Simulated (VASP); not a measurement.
Wanted: the native input for a VASP 6.6.1 run.

```yaml
Task: single point
Functional: PBEsol
Potentials_or_basis: VASP PAW PBE potentials, release 64 (Si, O_h)
Cutoff: 900 eV
k_mesh: 6 × 6 × 8
Occupations: gaussian, width 0.02 eV
Spin: no spin polarisation
Further_INCAR_settings: ALGO = Normal; EDIFF = 1e-06
```

The structure of SiO2 lies in POSCAR:

```
SiO2
1.0
    4.1922600000      0.0000000000      0.0000000000
    0.0000000000      4.1922600000      0.0000000000
    0.0000000000      0.0000000000      2.6825200000
Si O
2 4
Direct
    0.0000000000      0.0000000000      0.0000000000
    0.5000000000      0.5000000000      0.5000000000
    0.3058400000      0.3058400000      0.0000000000
    0.1941600000      0.8058400000      0.5000000000
    0.6941600000      0.6941600000      1.0000000000
    0.8058400000      0.1941600000      0.5000000000
```

These files were run (other wordings do the same):

INCAR

```
PREC = Accurate ; ENCUT = 900
EDIFF = 1E-6 ; ISMEAR = 0
SIGMA = 0.02 ; LREAL = F
LASPH = T ; NELM = 60
ALGO = Normal ; ISIF = 2
LWAVE = F ; LCHARG = T
GGA = PS ; LELF = T
LVHAR = T
```

KPOINTS

```
regular mesh
0
Gamma
  6 6 8
```

Potentials or basis: VASP PAW PBE potentials, release 64 (Si, O_h).

Command:

```bash
$ cat potpaw_PBE.64/Si/POTCAR potpaw_PBE.64/O_h/POTCAR > POTCAR
$ mpirun -np 1 vasp_std > vasp.out
```

It gave:

```
Pressure               : -0.5 GPa
Largest force          : 0.014 eV/Å
Band gap on the k mesh : 5.35 eV, direct
```

Caveat: the cutoff is under 1.25 times the usual one of these potentials, so pressure, stress and relaxed cells hold a basis-set (Pulay) error; the PAW data sets were made with another functional, which shifts forces and pressure a little.

It took 83 s on 1 thread of Intel(R) Xeon(R) Platinum 8259CL CPU @ 2.50GHz (Skylake/Cascade Lake), on a shared host, peak memory 0.26 GiB.
